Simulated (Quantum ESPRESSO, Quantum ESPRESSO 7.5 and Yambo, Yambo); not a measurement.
# AlAs (F-43m): G0W0 with Yambo, start to end

Wanted: ground state, empty states, screening and self-energy for AlAs (F-43m).

Method: PBE and many-body steps on it, plane waves, in Quantum ESPRESSO 7.5 and Yambo 5.3.0.

**The experiments to reproduce.**

- Gap 3.018 eV: lowest direct gap at Gamma; earlier measurement quoted from literature, technique not stated; 300 K; bulk crystal (pure AlAs, literature value used as model input) (quoted in “Simultaneous Measurement of Mid-Infrared Refractive Indices in Thin-Film Heterostructures: Methodology and Results for GaAs/AlGaAs”, 2023, arxiv:2301.08293).

## (1) The starting structure

The structure is cubic, space group F-43m (No. 216). Conventional cell: a = 5.661 Å, b = 5.661 Å, c = 5.661 Å, α = 90.00°, β = 90.00°, γ = 90.00°. Al has 4 As at 2.45 Å nearest. Nearest to As lie 4 Al at 2.45 Å. Farther neighbours are not listed.

The cell and positions come from the Crystallography Open Database and are kept as given unless a step says otherwise.

## (2) Ground state

This step: Quantum ESPRESSO 7.5; DFT, PBE, plane waves, norm-conserving pseudopotentials.

The ground-state density comes first.

Contents of pw.in:

```
&control
  calculation = 'scf'
  prefix = 'x'
  outdir = 'o'
  pseudo_dir = 'pseudo'
/
&system
  ibrav = 0
  nat = 2
  ntyp = 2
  ecutwfc = 100.0
  nbnd = 18
  force_symmorphic = .true.
/
&electrons
  conv_thr = 1e-10
  electron_maxstep = 80
  mixing_beta = 0.5
/
ATOMIC_SPECIES
  Al 26.982 Al.upf
  As 74.922 As.upf
CELL_PARAMETERS angstrom
  0.0000000000 2.8304000000 2.8304000000
  2.8304000000 0.0000000000 2.8304000000
  2.8304000000 2.8304000000 -0.0000000000
ATOMIC_POSITIONS crystal
  Al 0.0000000000 0.0000000000 0.0000000000
  As 0.2500000000 0.2500000000 0.2500000000
K_POINTS automatic
  6 6 6 0 0 0
```

Run with:

```console
$ OMP_NUM_THREADS=1 mpirun -n 4 pw.x -nk 4 -in pw.in > pw.out
```

The log of the run:

```text
Program PWSCF v.7.5 starts

     This program is part of the open-source Quantum ESPRESSO suite
     for quantum simulation of materials; please cite
         "P. Giannozzi et al., J. Phys.:Condens. Matter 21 395502 (2009);
         "P. Giannozzi et al., J. Phys.:Condens. Matter 29 465901 (2017);
         "P. Giannozzi et al., J. Chem. Phys. 152 154105 (2020);
     in publications or presentations arising from this work. More details at
     Message from routine setup:
     using ibrav=0 with symmetry is DISCOURAGED, use correct ibrav instead

     G-vector sticks info

     bravais-lattice index     =            0
     lattice parameter (alat)  =       7.5642  a.u.
     unit-cell volume          =     306.0343 (a.u.)^3
     number of atoms/cell      =            2
     number of atomic types    =            2
     number of electrons       =        26.00
     number of Kohn-Sham states=           18
     kinetic-energy cutoff     =     100.0000  Ry
     charge density cutoff     =     400.0000  Ry
     scf convergence threshold =      1.0E-10
     mixing beta               =       0.5000
     number of iterations used =            8  plain     mixing
     Exchange-correlation= PBE
                           (   1   4   3   4   0   0   0)

     celldm(1)=   7.564177  celldm(2)=   0.000000  celldm(3)=   0.000000
     celldm(4)=   0.000000  celldm(5)=   0.000000  celldm(6)=   0.000000

     crystal axes: (cart. coord. in units of alat)
               a(1) = (   0.000000   0.707107   0.707107 )
               a(2) = (   0.707107   0.000000   0.707107 )
               a(3) = (   0.707107   0.707107  -0.000000 )

     reciprocal axes: (cart. coord. in units 2 pi/alat)
               b(1) = ( -0.707107  0.707107  0.707107 )
               b(2) = (  0.707107 -0.707107  0.707107 )
               b(3) = (  0.707107  0.707107 -0.707107 )
     Pseudo is Norm-conserving + core correction, Zval =  3.0
     Generated using ONCVPSP code by D. R. Hamann
     Using radial grid of 1876 points,  6 beta functions with:
     Pseudo is Norm-conserving + core correction, Zval = 23.0
     Generated using ONCVPSP code by D. R. Hamann
     Using radial grid of 1358 points,  6 beta functions with:
     Al                3.00    26.98200     Al( 1.00)
     As               23.00    74.92200     As( 1.00)

     24 Sym. Ops. (no inversion) found

   Cartesian axes

     site n.     atom                  positions (alat units)
         1        Al     tau(   1) = (   0.0000000   0.0000000   0.0000000  )
         2        As     tau(   2) = (   0.3535534   0.3535534   0.3535534  )

     number of k points=    16
                       cart. coord. in units 2pi/alat
        k(    1) = (   0.0000000   0.0000000   0.0000000), wk =   0.0092593
        k(    2) = (   0.1178511   0.1178511  -0.1178511), wk =   0.0740741
        k(    3) = (   0.2357023   0.2357023  -0.2357023), wk =   0.0740741
        k(    4) = (  -0.3535534  -0.3535534   0.3535534), wk =   0.0370370
        k(    5) = (   0.2357023   0.0000000  -0.0000000), wk =   0.0555556
        k(    6) = (   0.3535534   0.1178511  -0.1178511), wk =   0.2222222
        k(    7) = (  -0.2357023  -0.4714045   0.4714045), wk =   0.2222222
        k(    8) = (  -0.1178511  -0.3535534   0.3535534), wk =   0.2222222
        k(    9) = (   0.0000000  -0.2357023   0.2357023), wk =   0.1111111
        k(   10) = (   0.4714045   0.0000000  -0.0000000), wk =   0.0555556
     [... 4 further rows ...]
        k(   15) = (  -0.1178511  -0.3535534   0.5892557), wk =   0.2222222
        k(   16) = (  -0.7071068   0.2357023   0.0000000), wk =   0.1111111

     Dense  grid:    41151 G-vectors     FFT dimensions: (  50,  50,  50)

     Initial potential from superposition of free atoms

     starting charge      25.9973, renormalised to      26.0000
     Starting wfcs are   17 randomized atomic wfcs +    1 random wfcs

     per-process dynamical memory:    35.4 Mb

     Self-consistent Calculation

     iteration #  1     ecut=   100.00 Ry     beta= 0.50

     Threshold (ethr) on eigenvalues was too large:
     Diagonalizing with lowered threshold

     total energy              =    -615.20921672 Ry
     estimated scf accuracy    <       0.06450245 Ry

     iteration #  2     ecut=   100.00 Ry     beta= 0.50

     total energy              =    -615.21501088 Ry
     estimated scf accuracy    <       0.00705633 Ry

     iteration #  3     ecut=   100.00 Ry     beta= 0.50

     total energy              =    -615.21522715 Ry
     estimated scf accuracy    <       0.00092289 Ry

     iteration #  4     ecut=   100.00 Ry     beta= 0.50

     total energy              =    -615.21526711 Ry
     estimated scf accuracy    <       0.00002704 Ry

     iteration #  5     ecut=   100.00 Ry     beta= 0.50

     total energy              =    -615.21527209 Ry
     estimated scf accuracy    <       0.00000430 Ry

     iteration #  6     ecut=   100.00 Ry     beta= 0.50

     total energy              =    -615.21527314 Ry
     estimated scf accuracy    <       0.00000011 Ry

     iteration #  7     ecut=   100.00 Ry     beta= 0.50

     total energy              =    -615.21527315 Ry
     estimated scf accuracy    <       0.00000004 Ry

     iteration #  8     ecut=   100.00 Ry     beta= 0.50

     total energy              =    -615.21527316 Ry
     estimated scf accuracy    <          4.5E-09 Ry

     iteration #  9     ecut=   100.00 Ry     beta= 0.50

     End of self-consistent calculation

          k = 0.0000 0.0000 0.0000 (  5065 PWs)   bands (ev):

  -176.9880-120.3708-120.3708-120.3708 -27.3877 -27.3877 -27.3877 -27.3771
   -27.3771  -4.8705   6.9991   6.9991   6.9991   9.0493  11.2909  11.2909
    11.2909  16.0431

          k = 0.1179 0.1179-0.1179 (  5125 PWs)   bands (ev):

  -176.9880-120.3708-120.3708-120.3708 -27.3876 -27.3874 -27.3874 -27.3771
   -27.3771  -4.6027   4.9035   6.7361   6.7361   9.8228  11.7273  11.7273
    12.1970  15.2544

          k = 0.2357 0.2357-0.2357 (  5159 PWs)   bands (ev):

  -176.9880-120.3708-120.3708-120.3708 -27.3874 -27.3870 -27.3870 -27.3770
   -27.3770  -3.9251   2.5094   6.3357   6.3357   9.3686  11.8658  11.8658
    14.5041  16.0682

          k =-0.3536-0.3536 0.3536 (  5168 PWs)   bands (ev):

     [... further k-points ...]

     highest occupied, lowest unoccupied level (ev):     6.9991    8.4373

!    total energy              =    -615.21527316 Ry
     estimated scf accuracy    <          9.7E-12 Ry

     The total energy is the sum of the following terms:
     one-electron contribution =    -601.97546750 Ry
     hartree contribution      =     285.19499541 Ry
     xc contribution           =     -57.50408890 Ry
     ewald contribution        =    -240.93071217 Ry

     convergence has been achieved in   9 iterations

     XML data file, charge density, pseudopotentials, collected wavefunctions

=------------------------------------------------------------------------------=
   JOB DONE.
=------------------------------------------------------------------------------=
```

It took 8.2 s on 4 MPI ranks of Arm Neoverse V1, shared host; peak memory 0.3 GiB; 33 s of CPU time.

This step gave:

```
total energy               : -8370.4302 eV
gap                        : 1.438 eV
k of the valence top       : 0, 0, 0
k of the conduction bottom : 0, -0.5, -0.5
least direct gap           : 2.050 eV
```

The gap is indirect, with the least direct gap 0.61 eV higher.

## (3) Bands along the symmetry lines

The cheap functional maps the bands first; the places of the edges decide which points the dearer methods must see.

Contents of pw.in:

```
&control
  calculation = 'bands'
  prefix = 'x'
  outdir = 'o'
  pseudo_dir = 'pseudo'
/
&system
  ibrav = 0
  nat = 2
  ntyp = 2
  ecutwfc = 100.0
  nbnd = 19
  force_symmorphic = .true.
/
&electrons
  conv_thr = 1e-9
  electron_maxstep = 80
  diago_full_acc = .true.
  diago_thr_init = 5e-6
/
ATOMIC_SPECIES
  Al 26.982 Al.upf
  As 74.922 As.upf
CELL_PARAMETERS angstrom
  0.0000000000 2.8304000000 2.8304000000
  2.8304000000 0.0000000000 2.8304000000
  2.8304000000 2.8304000000 -0.0000000000
ATOMIC_POSITIONS crystal
  Al 0.0000000000 0.0000000000 0.0000000000
  As 0.2500000000 0.2500000000 0.2500000000
K_POINTS crystal
  50
  0.00000000 0.00000000 0.00000000 1
  -0.06250000 -0.06250000 0.00000000 1
  -0.12500000 -0.12500000 0.00000000 1
  -0.18750000 -0.18750000 0.00000000 1
  -0.25000000 -0.25000000 0.00000000 1
  -0.31250000 -0.31250000 0.00000000 1
  -0.37500000 -0.37500000 0.00000000 1
  -0.43750000 -0.43750000 0.00000000 1
  -0.50000000 -0.50000000 0.00000000 1
  -0.48437500 -0.48437500 0.03125000 1
  -0.46875000 -0.46875000 0.06250000 1
  -0.45312500 -0.45312500 0.09375000 1
  -0.43750000 -0.43750000 0.12500000 1
  -0.42187500 -0.42187500 0.15625000 1
  -0.40625000 -0.40625000 0.18750000 1
  -0.39062500 -0.39062500 0.21875000 1
  -0.37500000 -0.37500000 0.25000000 1
  -0.37500000 0.00000000 0.37500000 1
  -0.32812500 0.00000000 0.32812500 1
  -0.28125000 0.00000000 0.28125000 1
  -0.23437500 0.00000000 0.23437500 1
  -0.18750000 0.00000000 0.18750000 1
  -0.14062500 0.00000000 0.14062500 1
  -0.09375000 0.00000000 0.09375000 1
  -0.04687500 0.00000000 0.04687500 1
  0.00000000 0.00000000 0.00000000 1
  0.00000000 0.00000000 0.06250000 1
  0.00000000 0.00000000 0.12500000 1
  0.00000000 0.00000000 0.18750000 1
  0.00000000 0.00000000 0.25000000 1
  0.00000000 0.00000000 0.31250000 1
  0.00000000 0.00000000 0.37500000 1
  0.00000000 0.00000000 0.43750000 1
  -0.00000000 -0.00000000 0.50000000 1
  -0.06250000 -0.03125000 0.46875000 1
  -0.12500000 -0.06250000 0.43750000 1
  -0.18750000 -0.09375000 0.40625000 1
  -0.25000000 -0.12500000 0.37500000 1
  -0.31250000 -0.15625000 0.34375000 1
  -0.37500000 -0.18750000 0.31250000 1
  -0.43750000 -0.21875000 0.28125000 1
  -0.50000000 -0.25000000 0.25000000 1
  -0.50000000 -0.28125000 0.21875000 1
  -0.50000000 -0.31250000 0.18750000 1
  -0.50000000 -0.34375000 0.15625000 1
  -0.50000000 -0.37500000 0.12500000 1
  -0.50000000 -0.40625000 0.09375000 1
  -0.50000000 -0.43750000 0.06250000 1
  -0.50000000 -0.46875000 0.03125000 1
  -0.50000000 -0.50000000 0.00000000 1
```

The log of the run:

```text
[banner, memory and clock lines left out]
Program PWSCF v.7.5 starts

     Atomic positions and unit cell read from directory:
     o/x.save/

     Message from routine setup:
     using ibrav=0 with symmetry is DISCOURAGED, use correct ibrav instead

     G-vector sticks info

     bravais-lattice index     =            0
     lattice parameter (alat)  =       7.5642  a.u.
     unit-cell volume          =     306.0343 (a.u.)^3
     number of atoms/cell      =            2
     number of atomic types    =            2
     number of electrons       =        26.00
     number of Kohn-Sham states=           19
     kinetic-energy cutoff     =     100.0000  Ry
     charge density cutoff     =     400.0000  Ry
     Exchange-correlation= PBE
                           (   1   4   3   4   0   0   0)

     celldm(1)=   7.564177  celldm(2)=   0.000000  celldm(3)=   0.000000
     celldm(4)=   0.000000  celldm(5)=   0.000000  celldm(6)=   0.000000

     crystal axes: (cart. coord. in units of alat)
               a(1) = (   0.000000   0.707107   0.707107 )
               a(2) = (   0.707107   0.000000   0.707107 )
               a(3) = (   0.707107   0.707107  -0.000000 )

     reciprocal axes: (cart. coord. in units 2 pi/alat)
               b(1) = ( -0.707107  0.707107  0.707107 )
               b(2) = (  0.707107 -0.707107  0.707107 )
               b(3) = (  0.707107  0.707107 -0.707107 )
     Pseudo is Norm-conserving + core correction, Zval =  3.0
     Generated using ONCVPSP code by D. R. Hamann
     Using radial grid of 1876 points,  6 beta functions with:
     Pseudo is Norm-conserving + core correction, Zval = 23.0
     Generated using ONCVPSP code by D. R. Hamann
     Using radial grid of 1358 points,  6 beta functions with:
     Al                3.00    26.98200     Al( 1.00)
     As               23.00    74.92200     As( 1.00)

     24 Sym. Ops. (no inversion) found

   Cartesian axes

     site n.     atom                  positions (alat units)
         1        Al     tau(   1) = (   0.0000000   0.0000000   0.0000000  )
         2        As     tau(   2) = (   0.3535534   0.3535534   0.3535534  )

     number of k points=    50
                       cart. coord. in units 2pi/alat
        k(    1) = (   0.0000000   0.0000000   0.0000000), wk =   0.0400000
        k(    2) = (   0.0000000   0.0000000  -0.0883883), wk =   0.0400000
        k(    3) = (   0.0000000   0.0000000  -0.1767767), wk =   0.0400000
[...]
[... 38 further rows ...]
        k(   49) = (   0.0441942  -0.0000000  -0.7071068), wk =   0.0400000
        k(   50) = (   0.0000000   0.0000000  -0.7071068), wk =   0.0400000

     Dense  grid:    41151 G-vectors     FFT dimensions: (  50,  50,  50)

     The potential is recalculated from file :
     o/x.save/charge-density

     Starting wfcs are   17 randomized atomic wfcs +    2 random wfcs

     Band Structure Calculation

     End of band structure calculation

          k = 0.0000 0.0000 0.0000 (  5065 PWs)   bands (ev):

  -176.9881-120.3709-120.3709-120.3709 -27.3877 -27.3877 -27.3877 -27.3771
   -27.3771  -4.8705   6.9991   6.9991   6.9991   9.0493  11.2909  11.2909
    11.2909  16.0428  16.0432

          k = 0.0000 0.0000-0.0884 (  5101 PWs)   bands (ev):

  -176.9881-120.3709-120.3709-120.3709 -27.3877 -27.3877 -27.3877 -27.3772
   -27.3771  -4.8189   6.5121   6.8545   6.8545   9.5625  11.1013  11.5139
    11.5139  15.4182  16.1124

          k = 0.0000 0.0000-0.1768 (  5109 PWs)   bands (ev):

  -176.9881-120.3709-120.3709-120.3709 -27.3878 -27.3874 -27.3874 -27.3772
   -27.3770  -4.6665   5.6198   6.5003   6.5003  10.4623  10.6504  12.1006
    12.1006  14.3969  16.3194

          k =-0.0000 0.0000-0.2652 (  5141 PWs)   bands (ev):

[...]
k = 0.0000 0.0000-0.3536 (  5105 PWs)   bands (ev):

[...]
k = 0.0000-0.0000-0.4419 (  5157 PWs)   bands (ev):

[...]
k =-0.0000 0.0000-0.5303 (  5173 PWs)   bands (ev):

[...]
k = 0.0000-0.0000-0.6187 (  5169 PWs)   bands (ev):

[...]
k = 0.5303-0.0000-0.5303 (  5174 PWs)   bands (ev):

[...]
k = 0.0000 0.0000 0.0000 (  5065 PWs)   bands (ev):

[...]
k = 0.1326 0.0000-0.7071 (  5176 PWs)   bands (ev):

[...]
k = 0.0884-0.0000-0.7071 (  5176 PWs)   bands (ev):

[...]
k = 0.0442-0.0000-0.7071 (  5158 PWs)   bands (ev):

  -176.9881-120.3709-120.3709-120.3709 -27.3885 -27.3858 -27.3858 -27.3777
   -27.3763  -2.9038   1.5835   4.7832   4.7937   8.5135   9.3785  17.1099
    17.2964  18.4225  19.5631

          k = 0.0000 0.0000-0.7071 (  5138 PWs)   bands (ev):

  -176.9881-120.3709-120.3709-120.3709 -27.3885 -27.3858 -27.3858 -27.3777
   -27.3762  -2.9050   1.5733   4.8259   4.8259   8.4373   9.2999  17.3240
    17.3240  18.7653  19.6598

     XML data file, pseudopotentials, collected wavefunctions
```

The job ended after 6.9 s (4 MPI ranks; peak memory 0.25 GiB).

This step gave:

```yaml
gap: 1.438 eV
k_of_the_valence_top: 0, 0, 0
k_of_the_conduction_bottom: -0.5, -0.5, 0
least_direct_gap: 2.050 eV
```

The gap is 1.438 eV, as in the run before at this level.

The electronic bands at the labelled points (eV, zero at the top of the highest filled band):

| point | band 10 | band 11 | band 12 | band 13 | band 14 | band 15 | band 16 | band 17 |
| --- | --- | --- | --- | --- | --- | --- | --- | --- |
| Γ | -11.87 | 0.00 | 0.00 | 0.00 | 2.05 | 4.29 | 4.29 | 4.29 |
| halfway | -11.09 | -3.21 | -1.34 | -1.34 | 2.59 | 3.78 | 6.84 | 6.84 |
| X | -9.90 | -5.43 | -2.17 | -2.17 | 1.44 | 2.30 | 10.32 | 10.32 |
| halfway | -9.90 | -5.35 | -2.71 | -2.08 | 1.80 | 3.03 | 9.53 | 9.58 |
| U | -9.93 | -5.17 | -3.41 | -1.80 | 2.24 | 4.98 | 8.18 | 8.33 |
| jump to K | -9.93 | -5.17 | -3.41 | -1.80 | 2.24 | 4.98 | 8.18 | 8.33 |
| halfway | -11.03 | -3.68 | -2.00 | -0.46 | 3.71 | 4.97 | 5.18 | 5.93 |
| Γ | -11.87 | 0.00 | 0.00 | 0.00 | 2.05 | 4.29 | 4.29 | 4.29 |
| halfway | -11.29 | -3.38 | -0.48 | -0.48 | 2.62 | 4.92 | 4.92 | 6.46 |
| L | -10.45 | -5.57 | -0.82 | -0.82 | 2.14 | 4.69 | 4.69 | 7.76 |
| halfway | -10.19 | -5.26 | -2.69 | -1.54 | 3.67 | 4.25 | 6.68 | 7.66 |
| W | -9.87 | -5.08 | -3.18 | -2.82 | 4.33 | 5.65 | 5.71 | 6.07 |
| halfway | -9.89 | -5.28 | -2.69 | -2.54 | 2.50 | 3.41 | 8.13 | 8.86 |
| X | -9.90 | -5.43 | -2.17 | -2.17 | 1.44 | 2.30 | 10.32 | 10.32 |

The electronic bands as a text plot (rows in eV, shown from -8.0 to 6.9 only):

```
    6.6 |    +++           +++              +         ++++ ++
    6.0 |    +              +++++++                  +   +++
    5.3 |  ++                 +++  ++      +        +    + +
    4.7 | +              ++     ++++++   +++++++++++   ++   +
    4.1 |++  +                     ++++++           ++++++++
    3.5 |  ++ ++++      +     +++++++                ++     ++
    2.9 | +  +++  +    +   +++       +   ++++       +         ++
    2.2 |+      ++ ++++  ++           +++    +++++++         ++ +
    1.6 |         +++++++                                      ++
    1.0 |
    0.4 |
   -0.2 |****                   *************
   -0.9 |    *              ****   ***       ********
   -1.5 |  ** ****         *     ****    **         ***
   -2.1 |    *    *********     *                    * **     ***
   -2.7 |              **     ** **        *          *  ******
   -3.3 |     **         *****              *          *****
   -4.0 |       **              *            **
   -4.6 |         *         ****
   -5.2 |          *********                   **   *************
   -5.8 |                                        ***
   -6.4 |
   -7.1 |
   -7.7 |
         Γ           X  U|K            Γ         L        W     X
```

(Part 1 of 3 ends here.)

[Paths, hosts, dates, memory and timing lines, banners, echoed tables and standing remarks are left out of the program output.]

[Logs are printed without paths, hosts, clocks, repeated set-up lines and the standing remarks that a program may print on its own settings, such as how far it seeks lower states.]

[Runs of the session that timed out or met a known fault of the program may be left out.]

[Hosts, paths, dates, database ids (printed as entryN), source tags and the programs' standing remarks are cut or masked in the printed files.]
